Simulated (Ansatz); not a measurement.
# Strain response of GeSb4Te7

Theory: DFT PBE, scalar-relativistic, plane waves, PAW in Ansatz. Settings: 420 eV cutoff, 12×12×2 k-mesh, Gaussian smearing of 0.02 eV, no spin polarisation.

The relaxed crystal:

```
CELL_PARAMETERS angstrom
4.32040 0.00000 0.00000
-2.16020 3.74158 0.00000
0.00000 0.00000 24.56975
ATOMIC_POSITIONS crystal
Ge 0.00000 0.00000 0.50000
Sb 0.66667 0.33333 0.91872
Sb 0.33333 0.66667 0.34882
Sb 0.33333 0.66667 0.08128
Sb 0.66667 0.33333 0.65118
Te 0.33333 0.66667 0.84920
Te 0.66667 0.33333 0.15080
Te 0.00000 0.00000 0.72043
Te 0.66667 0.33333 0.43103
Te 0.33333 0.66667 0.56897
Te 0.00000 0.00000 0.00000
Te 0.00000 0.00000 0.27957
```

Deformation: biaxial strain in the a-b plane, with the length and tilt of c and the atoms relaxed, all within the symmetry that the strain leaves. Energies are extrapolated to zero smearing. Gaps are Kohn–Sham gaps over the whole zone.

Spin-orbit coupling is left out, which matters for the bands and energies of heavy elements.

```
strain (%)  ΔE (meV/atom) a (Å) b (Å) c (Å) gap (eV)
      -4.0           24.6  4.148  4.148  25.963      0.35
      -2.0            5.9  4.234  4.234  25.258      0.49
      +0.0            0.0  4.320  4.320  24.570      0.37
      +2.0            5.3  4.407  4.407  23.914      0.23
      +4.0           20.4  4.493  4.493  23.306      0.11
```

Q: What stiffness (1/V) d²E/dε² at zero strain does a cubic fit over all points give?

A: A cubic fit gives (1/V) d²E/dε² = 136 GPa at zero strain (twice the biaxial modulus).

Q: How does the free axis c answer a small strain?

A: Between the innermost points its strain is -1.37 times the applied one.

Q: How fast does the gap move with strain on either side?

A: -63 meV per percent on the compressed side and -71 meV per percent on the stretched side; it is indirect at -2.0 %, direct at zero and direct at +2.0 %.

Cost: 5 runs of about 31 core-minutes in all, on Intel Xeon 6975P-C (Granite Rapids) (shared hosts).